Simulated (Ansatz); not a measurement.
Point defect: O vacancy in SnO$_{2}$

Method: DFT PBE, scalar-relativistic, plane waves, PAW (Ansatz 0.2.0). Settings: 420 eV cutoff, 3×3×3 k-mesh, Gaussian smearing of 0.01 eV, collinear spin in charge +1 alone.

Host crystal, relaxed:

```
Sn O
1.0
     4.82652    0.00000    0.00000
     0.00000    4.82837    0.00000
     0.00000    0.00000    3.23817
Sn O
2 4
Direct
  0.50000 0.50000 0.50000
  0.00000 0.00000 0.00000
  0.30650 0.30666 0.00000
  0.80650 0.19334 0.50000
  0.19350 0.80666 0.50000
  0.69350 0.69334 0.00000
```

Supercell of 24 atoms, rows in host cell vectors: 1 -1 0; 1 1 0; -1 0 2. Atoms relax at the host's cell from a start displaced at random by 0.05 Å near the defect, so other minima may exist. The cell is small, so energies carry finite-size errors of tenths of an eV. The host's Kohn–Sham gap is 0.68 eV. Atoms are taken from and returned to the elements' standard states. Charged cells are corrected for image charges with the computed static dielectric tensor (mean 13.0) and aligned with the host's potential at far atoms (alignment terms reach 0.61 eV). No band-filling term is added, and the Fermi level counts from the host's valence band top.

Starting moments were lost in some runs.

Defect: O vacancy set at (0.306, 0.307, 0.000) of the host cell. Before relaxation its nearest neighbours are 3 Sn at 2.09 Å.

| charge | E_f at the valence band top (eV) | over the neutral state (eV) | moment (μB) | largest move (Å) | atoms near the site |
| --- | --- | --- | --- | --- | --- |
| +2 | 1.69 | -2.14 | 0.00 | 0.34 | 1 Sn at 2.29 Å, 1 Sn at 2.30 Å, 1 O at 2.35 Å, 1 Sn at 2.41 Å |
| +1 | 2.55 | -1.27 | 0.11 | 0.25 | 2 Sn at 2.21 Å, 1 Sn at 2.31 Å, 1 O at 2.46 Å |
| 0 | 3.82 | 0.00 | 0.00 | 0.09 | 2 Sn at 2.02 Å, 1 Sn at 2.10 Å, 1 O at 2.67 Å |

Among the charges computed the stable one is +2 at the valence band top and stays so across the gap. In charge +1 the extra carrier would gain by moving to a band edge of the host, so it isn't bound in the gap. In charge +1 the cell has partly filled bands: a level of the defect may be part filled, the carrier may sit in the host's bands, or levels may cross between the k points, so transitions that involve it are doubtful. Fractional moments come from partly filled bands of the small cell.